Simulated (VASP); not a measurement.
The system is As.

```xyz
1
Lattice="2.9795 -0.1006 0.3238 -0.1006 2.5830 0.2619 0.3238 0.2619 2.5486" Properties=species:S:1:pos:R:3 pbc="T T T"
As    1.6013    1.3721    1.5671
```

The cell isn't the ideal one: cell sheared at random, sigma 0.1, atoms nudged by 0.01 Å.

* Program: VASP 6.6.1
* Task: relaxation of cell and atoms
* Functional: PBE
* Potentials or basis: VASP PAW PBE potentials, release 64 (As)
* Cutoff: 600 eV
* k mesh: 9 × 10 × 11
* Occupations: gaussian, width 0.05 eV
* Spin: no spin polarisation

At the start: pressure 7.7 GPa; volume 19.10 Å³/atom.

Problem. How do energy, volume and symmetry change on relaxing?

Solution. Over 25 steps the energy falls by 301.6 meV/atom and the volume is 20.40 Å³/atom (+6.8 %); space group Pm-3m (No. 221, to 0.05 Å).

The path:
```
step  energy change (eV)  largest force (eV/Å)  pressure (GPa)  volume (Å³)
   1              0.0000                0.0000            7.74        19.10
   2             -0.1617                0.0000           -4.63        21.66
   3             -0.1618                0.0000           -4.71        21.68
   4             -0.2439                0.0000           -1.51        20.66
   5             -0.2474                0.0000           -0.45        20.41
   6             -0.2834                0.0000            1.21        20.02
   7             -0.2908                0.0000            2.53        19.74
   8             -0.3001                0.0000           -0.88        20.62
   9             -0.3004                0.0000           -0.34        20.47
  10             -0.3011                0.0000           -0.02        20.39
  11             -0.3012                0.0000           -0.07        20.41
  12             -0.3013                0.0000            0.11        20.36
  13             -0.3014                0.0000            0.27        20.33
  14             -0.3015                0.0000            0.20        20.35
  15             -0.3014                0.0000           -0.03        20.41
  16             -0.3015                0.0000            0.11        20.37
  17             -0.3015                0.0000            0.08        20.38
  18             -0.3016                0.0000           -0.02        20.40
  19             -0.3016                0.0000           -0.09        20.42
  20             -0.3016                0.0000           -0.03        20.40
  21             -0.3016                0.0000            0.03        20.39
  22             -0.3016                0.0000            0.03        20.39
  23             -0.3016                0.0000           -0.02        20.40
  24             -0.3016                0.0000           -0.02        20.40
  25             -0.3016                0.0000            0.00        20.40
```

Final structure:
```
CELL_PARAMETERS angstrom
2.74841 -0.01433 0.02710
0.01512 2.73239 0.00355
-0.02699 -0.00282 2.71578
ATOMIC_POSITIONS crystal
As 0.50000 0.50000 0.50000
```
